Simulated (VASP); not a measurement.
## GaN: single point with PBE

The system is GaN.

```xyz
2
Lattice="0.0000 2.1844 2.3157 2.1844 0.0000 2.3157 2.1844 2.1844 0.0000" Properties=species:S:1:pos:R:3 pbc="T T T"
Ga    0.0000    0.0000    0.0000
N     1.0922    1.0922    1.1579
```

The cell was built by a generator and needn't be a form met in nature.

The cell isn't the ideal one: epitaxial_xy strain -2.9%.

| Quantity | Value |
| --- | --- |
| Program | VASP 6.6.1 |
| Task | single point |
| Functional | PBE |
| Potentials or basis | VASP PAW PBE potentials, release 64 (Ga_d, N) |
| Cutoff | 520 eV |
| k mesh | 10 × 10 × 10 |
| Occupations | fermi-dirac, width 0.02 eV |
| Spin | no spin polarisation |

```json
{
  "Pressure": "12.1 GPa",
  "Band gap on the k mesh": "1.84 eV, direct"
}
```

Stress tensor (GPa, compression positive):
```
14.76  0.00  0.00
 0.00 14.76  0.00
 0.00  0.00  6.81
```

Levels at points of the mesh, in eV from the valence-band top:
| k point | band 5 | band 6 | band 7 | band 8 | band 9 | band 10 | band 11 | band 12 | band 13 | band 14 |
| --- | --- | --- | --- | --- | --- | --- | --- | --- | --- | --- |
| (0.00, 0.00, 0.00) | -13.23 | -13.23 | -0.31 | 0.00 | 0.00 | 1.84 | 10.39 | 10.39 | 10.55 | 17.79 |
| (0.50, 0.00, 0.00) | -13.16 | -11.98 | -7.36 | -1.35 | -0.88 | 4.68 | 8.81 | 10.14 | 10.91 | 15.76 |
| (0.50, 0.50, 0.00) | -13.16 | -11.78 | -6.80 | -2.61 | -2.61 | 3.56 | 7.39 | 11.31 | 14.44 | 14.44 |
| (0.50, 0.00, 0.50) | -13.14 | -11.46 | -6.14 | -3.07 | -3.05 | 3.14 | 6.46 | 12.12 | 13.41 | 14.83 |

It took 48 s on 1 thread of AMD EPYC 7R43 64-Core Processor (Zen 3) (shared host), peak memory 0.13 GiB.
